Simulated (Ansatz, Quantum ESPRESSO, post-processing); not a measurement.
# honeycomb AlP, 2 layers, AB stacking in a field-effect set-up, part 6 of 7

Aim: where the induced charge goes and how the bands change when honeycomb AlP, 2 layers, AB stacking is doped by a gate.

Quantum ESPRESSO 7.5; plane-wave DFT, PBE, PseudoDojo norm-conserving pseudopotentials; geometry by Ansatz 0.2.0 with PAW datasets.

So far. Step 8 (Valence density): The density integrates to 16.054 electrons, as the 16.05 of the input ask. Step 14 (Band structure: charge 0.0538 e against a gate): Along this path the valence top lies between K and Γ and the conduction bottom at M.

## 19. Band structure: charge -0.1344 e against a gate

Contents of g3.bands.in:

```
&control
  prefix = 'g3.bands'
  outdir = './out'
  pseudo_dir = './pseudo'
  calculation = 'bands'
  tefield = .true.
  dipfield = .true.
  gate = .true.
/
&system
  ibrav = 0
  nat = 4
  ntyp = 2
  ecutwfc = 36
  ecutrho = 144
  occupations = 'smearing'
  smearing = 'fd'
  degauss = 0.004
  edir = 3
  emaxpos = 0.211938
  eopreg = 0.01
  eamp = 0.0
  zgate = 0.223938
  block = .true.
  block_1 = 0.146718
  block_2 = 0.301158
  block_height = 2.0
  tot_charge = -0.1344
  nbnd = 14
/
&electrons
  conv_thr = 1e-07
  mixing_beta = 0.4
  electron_maxstep = 120
  mixing_mode = 'local-TF'
/
ATOMIC_SPECIES
  P   30.9738  P.dojo-sr-pbe-0.4.1-standard.upf
  Al  26.9815  Al.dojo-sr-pbe-0.4.1-standard.upf
CELL_PARAMETERS angstrom
  3.84842375457852 0.00000000000000 0.00000000000000
  -1.92421187728926 3.33283273599249 -0.00000000000000
  0.00000000000000 -0.00000000000000 25.90000000000000
ATOMIC_POSITIONS crystal
  P   0.666666666667 0.333333333333 0.435548607003
  Al  0.333333333333 0.666666666667 0.460694619719
  P   0.000000000000 -0.000000000000 0.565690909389
  Al  0.666666666667 0.333333333333 0.538065863888
K_POINTS crystal_b
4
  0.0000000000 0.0000000000 0.0000000000 14
  0.5000000000 0.0000000000 0.0000000000 14
  0.3333333333 0.3333333333 0.0000000000 14
  0.0000000000 0.0000000000 0.0000000000 1
```

Started as:

```
> cp -r out/g3.save out/g3.bands.save
> cp out/g3.xml out/g3.bands.xml
> OMP_NUM_THREADS=1 mpirun -n 4 pw.x -nk 4 -in g3.bands.in > g3.bands.out
```

What it wrote:

```text
[banner, memory and clock lines left out]
Program PWSCF v.7.5 starts
[citation notice left out]

[...]
Message from routine setup:
[...]
bravais-lattice index     =            0
     lattice parameter (alat)  =       7.2725  a.u.
     unit-cell volume          =    2241.7789 (a.u.)^3
     number of atoms/cell      =            4
     number of atomic types    =            2
     number of electrons       =        16.13
     number of Kohn-Sham states=           14
     kinetic-energy cutoff     =      36.0000  Ry
     charge density cutoff     =     144.0000  Ry
     Exchange-correlation= PBE
                           (   1   4   3   4   0   0   0)

[...]
PseudoPot. # 1 for P  read from file:
     ./pseudo/P.dojo-sr-pbe-0.4.1-standard.upf
     Pseudo is Norm-conserving + core correction, Zval =  5.0
     Generated using ONCVPSP code by D. R. Hamann
     Using radial grid of 1298 points,  6 beta functions with:
                l(1) =   0
                l(2) =   0
                l(3) =   1
                l(4) =   1
                l(5) =   2
                l(6) =   2

     PseudoPot. # 2 for Al read from file:
     ./pseudo/Al.dojo-sr-pbe-0.4.1-standard.upf
     Pseudo is Norm-conserving + core correction, Zval =  3.0
     Generated using ONCVPSP code by D. R. Hamann
     Using radial grid of 1876 points,  6 beta functions with:
                l(1) =   0
                l(2) =   0
                l(3) =   1
                l(4) =   1
                l(5) =   2
                l(6) =   2

     atomic species   valence    mass     pseudopotential
     P                 5.00    30.97380     P ( 1.00)
     Al                3.00    26.98150     Al( 1.00)

      6 Sym. Ops. (no inversion) found

                                    s                        frac. trans.

      isym =  1     identity

 cryst.   s( 1) = (     1          0          0      )
                  (     0          1          0      )
                  (     0          0          1      )

 cart.    s( 1) = (  1.0000000 -0.0000000  0.0000000 )
                  (  0.0000000  1.0000000  0.0000000 )
                  (  0.0000000  0.0000000  1.0000000 )

      isym =  2     120 deg rotation - cryst. axis [0,0,1]

 cryst.   s( 2) = (     0          1          0      )
                  (    -1         -1          0      )
                  (     0          0          1      )

 cart.    s( 2) = ( -0.5000000 -0.8660254  0.0000000 )
                  (  0.8660254 -0.5000000  0.0000000 )
                  (  0.0000000  0.0000000  1.0000000 )

      isym =  3     120 deg rotation - cryst. axis [0,0,-1]

 cryst.   s( 3) = (    -1         -1          0      )
                  (     1          0          0      )
                  (     0          0          1      )

 cart.    s( 3) = ( -0.5000000  0.8660254  0.0000000 )
                  ( -0.8660254 -0.5000000  0.0000000 )
                  (  0.0000000  0.0000000  1.0000000 )

      isym =  4     inv. 180 deg rotation - cart. axis [1,0,0]

 cryst.   s( 4) = (    -1          0          0      )
                  (     1          1          0      )
                  (     0          0          1      )

 cart.    s( 4) = ( -1.0000000  0.0000000  0.0000000 )
                  (  0.0000000  1.0000000  0.0000000 )
                  (  0.0000000  0.0000000  1.0000000 )

      isym =  5     inv. 180 deg rotation - cryst. axis [0,1,0]

 cryst.   s( 5) = (     1          1          0      )
                  (     0         -1          0      )
                  (     0          0          1      )

 cart.    s( 5) = (  0.5000000  0.8660254  0.0000000 )
                  (  0.8660254 -0.5000000  0.0000000 )
                  (  0.0000000  0.0000000  1.0000000 )

      isym =  6     inv. 180 deg rotation - cryst. axis [1,1,0]

 cryst.   s( 6) = (     0         -1          0      )
                  (    -1          0          0      )
                  (     0          0          1      )

 cart.    s( 6) = (  0.5000000 -0.8660254  0.0000000 )
                  ( -0.8660254 -0.5000000  0.0000000 )
                  (  0.0000000  0.0000000  1.0000000 )

[...]
number of k points=    43  Fermi-Dirac smearing, width (Ry)=  0.0040
[...]
Dense  grid:    65263 G-vectors     FFT dimensions: (  27,  27, 192)

     Dynamical RAM for                 wfc:       1.75 MB

     Dynamical RAM for     wfc (w. buffer):       1.75 MB

     Dynamical RAM for           str. fact:       1.99 MB

     Dynamical RAM for           local pot:       0.00 MB

     Dynamical RAM for          nlocal pot:       8.98 MB

     Dynamical RAM for                qrad:       1.93 MB

     Dynamical RAM for          rho,v,vnew:       6.19 MB

     Dynamical RAM for           G-vectors:       4.23 MB

     Dynamical RAM for          h,s,v(r/c):       0.04 MB

     Dynamical RAM for          <psi|beta>:       0.02 MB

     Dynamical RAM for                 psi:       3.49 MB

     Dynamical RAM for                hpsi:       3.49 MB

     Dynamical RAM for      wfcinit/wfcrot:       3.50 MB

     Adding charged plate to compensate the charge of the system - add_gatefield
     see PRB 89, 245406 (2014), works only for 2D systems perpendicular to z
                                i.e. 3rd lattice vector is (0,0,c)

        prefactor of the potential in [Ha a.u.]:    -0.018437
               position of the gate within cell:     0.22394
         ion-gate + gate-gate contribution to the total energy:    -5.639818
                         gate-gate contribution:     0.020213

        Adding potential to prevent charge spilling into region of the gate
        Potential is linearly increased and decreased within the first/last eopreg of block_size
        block_size =  0.15444 in units of unit cell length
        block_height =  2.00000 in Ry

     The potential is recalculated from file :
     ./out/g3.bands.save/charge-density

     Adding external electric field

     Computed dipole along edir(3) :
        Elec. dipole         -0.9631 Ry au,         -2.4480 Debye
        Ion. dipole          -0.9698 Ry au,         -2.4650 Debye
        Dipole               -1.1875 Ry au,         -3.0183 Debye
        Dipole field         -0.0067 Ry au,

        Potential amp.        0.6451 Ry
        Total length         48.4545 bohr

     Starting wfcs are   16 randomized atomic wfcs

     Band Structure Calculation
     Davidson diagonalization with overlap

     Computing kpt #:     1  of    11 on this pool

     Computing kpt #:     2  of    11 on this pool

     Computing kpt #:     3  of    11 on this pool

     Computing kpt #:     4  of    11 on this pool

     Computing kpt #:     5  of    11 on this pool

     Computing kpt #:     6  of    11 on this pool

     Computing kpt #:     7  of    11 on this pool

     Computing kpt #:     8  of    11 on this pool

     Computing kpt #:     9  of    11 on this pool

     Computing kpt #:    10  of    11 on this pool

     Computing kpt #:    11  of    11 on this pool

     ethr =  6.20E-10,  avg # of iterations = 60.2

     End of band structure calculation

          k = 0.0000 0.0000 0.0000 (  8079 PWs)   bands (ev):

   -14.2437 -12.7317  -6.9706  -3.7466  -3.7466  -3.3283  -2.6900  -2.6900
    -0.2559   0.2375   1.3957   1.3957   1.6555   2.4708

          k = 0.0357 0.0206 0.0000 (  8070 PWs)   bands (ev):

   -14.2308 -12.7202  -6.9608  -3.8682  -3.7713  -3.3060  -2.7840  -2.7045
    -0.1780   0.2970   1.3420   1.4378   1.7126   2.3672

[...]
```

It took 46 s on 4 MPI ranks of Arm Neoverse N1, shared host; peak memory 0.3 GiB.

Numbers from this step:

- valence top, on the run's zero: -2.690 eV
- conduction bottom, on the run's zero: -1.823 eV
- gap by band count: 0.8667 eV

Band numbers count within the set of bands kept for display. The electronic bands at the labelled points (eV, zero at the Fermi level; # counts the bands kept):

```csv
point,#3,#4,#5,#6,#7,#8,#9,#10
Γ,-2.15,-1.73,-1.09,-1.09,1.34,1.84,3.00,3.00
halfway,-3.29,-2.90,-1.63,-1.37,0.85,2.18,2.61,3.96
M,-3.41,-3.10,-2.08,-1.70,-0.22,1.58,2.41,3.25
halfway,-4.40,-3.37,-2.79,-1.42,0.43,2.61,2.86,3.64
K,-5.01,-4.17,-2.67,-1.24,0.27,2.82,3.53,4.80
halfway,-3.74,-3.06,-2.38,-1.25,1.37,2.56,3.27,3.35
Γ,-2.15,-1.73,-1.09,-1.09,1.34,1.84,3.00,3.00
```

An edge by band count lies at the Fermi level or within reach of the smearing, so that band is partly filled.

Along this path the valence top lies at Γ and the conduction bottom at M.

## 20. Induced charge

Table of planar mean by z:

```csv
z (Å),planar mean (e/Å³)
5,-4.4e-8
6,-6.8e-7
7,-7.7e-6
8,2.1e-4
9,0.00190
10,0.00611
11,0.00154
12,-1.9e-4
13,5.9e-4
14,2.6e-4
15,-4.9e-6
16,-1.7e-4
17,-2.8e-5
18,-3.6e-6
19,-3.9e-7
```

Table of running integral, electrons below z by z:

z (Å), running integral, electrons below z (e/Å²) and a bar from the least value:
```
        6     0.0000 
        7     0.0000 
        8     0.0000 
        9     0.0010 ###
       10     0.0053 ###############
       11     0.0097 ###########################
       12     0.0102 ############################
       13     0.0100 ############################
       14     0.0108 ##############################
       15     0.0108 ##############################
       16     0.0106 #############################
       17     0.0105 #############################
       18     0.0105 #############################
       19     0.0105 #############################
       20     0.0105 #############################
       21     0.0105 #############################
       22     0.0105 #############################
       23     0.0105 #############################
       24     0.0105 #############################
       25     0.0105 #############################
```

## 21. Projected density of states

Projections on atomic orbitals tell which layers and orbitals hold the states near the zero of energy.

Contents of pdos.in:

```
&projwfc
  prefix = 'g3'
  outdir = './out'
  filpdos = 'pdos'
  Emin = -4.599
  Emax = 1.401
  DeltaE = 0.04
  ngauss = 0
  degauss = 0.005
/
```

Started as:

```
> OMP_NUM_THREADS=1 mpirun -n 4 projwfc.x -in pdos.in > pdos.out
```

What it wrote:

```text
[banner, memory and clock lines left out]
Program PROJWFC v.7.5 starts

          URL

     ./out/g3.save/

     IMPORTANT: XC functional enforced from input :
     Exchange-correlation= PBE
                           (   1   4   3   4   0   0   0)
     Any further DFT definition will be discarded
     Please, verify this is what you really want

     Adding charged plate to compensate the charge of the system - add_gatefield
     see PRB 89, 245406 (2014), works only for 2D systems perpendicular to z
                                i.e. 3rd lattice vector is (0,0,c)

        prefactor of the potential in [Ha a.u.]:    -0.018437
               position of the gate within cell:     0.22394
         ion-gate + gate-gate contribution to the total energy:    -5.639818
                         gate-gate contribution:     0.020213

        Adding potential to prevent charge spilling into region of the gate
        Potential is linearly increased and decreased within the first/last eopreg of block_size
        block_size =  0.15444 in units of unit cell length
        block_height =  2.00000 in Ry

     Adding external electric field

     Computed dipole along edir(3) :
        Dipole               -1.1875 Ry au,         -3.0183 Debye
        Dipole field         -0.0067 Ry au,

        Potential amp.        0.6451 Ry
        Total length         48.4545 bohr

     Gaussian broadening (read from input): ngauss,degauss=   0    0.005000

     Calling projwave ....
     one sub-group per band group will be used

     linear algebra parallelized on   4 procs

  Problem Sizes
  natomwfc =           16
  nx       =            8
  nbnd     =           14
  nkstot   =           19
  npwx     =         2092
  nkb      =           72

     Atomic states used for projection
     (read from pseudopotential files):

     state #   1: atom   1 (P  ), wfc  1 (l=0 m= 1)
     state #   2: atom   1 (P  ), wfc  2 (l=1 m= 1)
     state #   3: atom   1 (P  ), wfc  2 (l=1 m= 2)
     state #   4: atom   1 (P  ), wfc  2 (l=1 m= 3)
     state #   5: atom   2 (Al ), wfc  1 (l=0 m= 1)
     state #   6: atom   2 (Al ), wfc  2 (l=1 m= 1)
     state #   7: atom   2 (Al ), wfc  2 (l=1 m= 2)
     state #   8: atom   2 (Al ), wfc  2 (l=1 m= 3)
     state #   9: atom   3 (P  ), wfc  1 (l=0 m= 1)
     state #  10: atom   3 (P  ), wfc  2 (l=1 m= 1)
     state #  11: atom   3 (P  ), wfc  2 (l=1 m= 2)
     state #  12: atom   3 (P  ), wfc  2 (l=1 m= 3)
     state #  13: atom   4 (Al ), wfc  1 (l=0 m= 1)
     state #  14: atom   4 (Al ), wfc  2 (l=1 m= 1)
     state #  15: atom   4 (Al ), wfc  2 (l=1 m= 2)
     state #  16: atom   4 (Al ), wfc  2 (l=1 m= 3)

[... projections of each state ...]
Lowdin Charges:

     Atom #   1: total charge =   5.3880, s =  1.4196,
     Atom #   1: total charge =   5.3880, p =  3.9684, pz=  1.4139, px=  1.2772, py=  1.2772,
     Atom #   2: total charge =   2.5755, s =  0.8330,
     Atom #   2: total charge =   2.5755, p =  1.7425, pz=  0.5280, px=  0.6072, py=  0.6072,
     Atom #   3: total charge =   5.2726, s =  1.4633,
     Atom #   3: total charge =   5.2726, p =  3.8093, pz=  1.3559, px=  1.2267, py=  1.2267,
     Atom #   4: total charge =   2.6922, s =  0.8258,
     Atom #   4: total charge =   2.6922, p =  1.8664, pz=  0.5347, px=  0.6658, py=  0.6658,
     Spilling Parameter:   0.0128
```

The job ended after 1 s (4 MPI ranks; peak memory 0.11 GiB; 3.7 s of CPU time).

Numbers from this step:

```
spilling of the projection : 0.0128
```

The density of states has structure finer than the step of the table below, so its rows give means over 0.2 eV, whole bins alone (the curve runs from -3.00 to 2.96 eV). Peaks (eV: height): -2.80: 3.28, -2.08: 2.78, -1.28: 7.22, 0.40: 2.67, 1.84: 2.55, 2.56: 5.88, 2.76: 7.07.

Gaussian width 0.005 Ry; cut where the computed bands begin to run out. Density of states against energy, zero at the Fermi level; means over each step:

```csv
energy (eV),density of states (states/eV a cell)
-2.8,3.02
-2.6,1.90
-2.4,2.14
-2.2,1.26
-2.0,1.51
-1.8,1.31
-1.6,2.67
-1.4,4.82
-1.2,4.37
-1.0,0.189
-0.8,2.2e-5
-0.6,0
-0.4,0.0172
-0.2,0.459
0.0,0.452
0.2,1.13
0.4,2.03
0.6,1.02
0.8,1.40
1.0,0.909
1.2,0.0592
1.4,1.44
1.6,1.30
1.8,1.98
2.0,0.865
2.2,1.40
2.4,2.32
2.6,5.17
2.8,4.92
```

Projected DOS an atom over height of the atomic layer and energy from the Fermi level. Columns are the atomic layers from the bottom up.

Values in states/eV, 22 rows by 4 columns, each cell a mean:
```
0.75 1.06 0.94 0.40
0.78 0.72 1.52 0.64
0.16 0.33 0.38 0.19
0.11 0.35 0.25 0.11
0.31 0.74 0.27 0.17
0.32 0.66 0.23 0.21
0.03 0.06 0.01 0.02
0.23 0.61 0.17 0.27
0.13 0.47 0.05 0.25
0.24 0.92 0.12 0.45
0.14 0.35 0.10 0.19
0.08 0.18 0.07 0.09
0.00 0.00 0.00 0.00
0.00 0.00 0.00 0.00
0.02 0.00 0.01 0.12
1.23 0.12 0.26 3.33
0.74 0.19 0.28 2.05
0.22 0.05 0.23 0.79
0.34 0.06 0.29 0.79
0.48 0.14 0.39 0.85
1.02 0.26 0.26 0.45
1.04 0.21 0.48 0.67
```
Columns: height of the atomic layer (Å) from 11.3 to 14.7 (not evenly spaced); rows upwards: energy from the Fermi level (eV) from -3.00 to 2.96.

The atomic orbitals miss 1.3 % of the occupied states; for empty states the projections can miss much more.

On so few k points the sharp peaks and dips of the DOS are largely sampling.

[end of part 6 of 7]

[Logs are printed without paths, hosts, clocks, repeated set-up lines and the standing remarks that a program may print on its own settings, such as how far it seeks lower states.]

[Hosts, paths, dates, database ids (printed as entryN), source tags and the programs' standing remarks are cut or masked in the printed files.]

[Maps of the electrostatic potential energy from Ansatz leave out the sawtooth potential of an applied field or a dipole correction, so their vacuum need not be flat; planar profiles and work functions include it.]
